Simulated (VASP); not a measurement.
FeS2:

```
Fe S
1.0
     5.41780    0.00000    0.00000
     0.00000    5.41780    0.00000
     0.00000    0.00000    5.41780
Fe S
4 8
Direct
  0.00000 0.00000 0.00000
  0.50000 0.00000 0.50000
  0.50000 0.50000 0.00000
  0.00000 0.50000 0.50000
  0.38482 0.38482 0.38482
  0.11518 0.61518 0.88482
  0.88482 0.11518 0.61518
  0.61518 0.88482 0.11518
  0.61518 0.61518 0.61518
  0.88482 0.38482 0.11518
  0.11518 0.88482 0.38482
  0.38482 0.11518 0.88482
```

Base run:

| Quantity | Value |
| --- | --- |
| Program | VASP 6.6.1 |
| Functional | SCAN |
| Potentials or basis | VASP PAW PBE potentials, release 64 (Fe, S) |
| Cutoff | 420 eV |
| k mesh | 6 × 6 × 6 |
| Occupations | gaussian, width 0.02 eV |
| Spin | no spin polarisation |

Its results: band gap on the k mesh 1.16 eV, indirect (least direct gap 1.22 eV).

Q: After a change of settings the same cell gave: band gap on the k mesh 1.56 eV, direct. Which change was it?
A. functional from SCAN to PBEsol; further incar settings from ALGO = Normal; EDIFF = 1e-06; NBANDS = 52 to ALGO = Fast; EDIFF = 1e-06
B. functional from SCAN to TB-mBJ
C. functional from SCAN to PBE
D. functional from SCAN to PBE; further incar settings from ALGO = Normal; EDIFF = 1e-06; NBANDS = 52 to ALGO = Normal; EDIFF = 1e-06; NBANDS = 88

A: B.
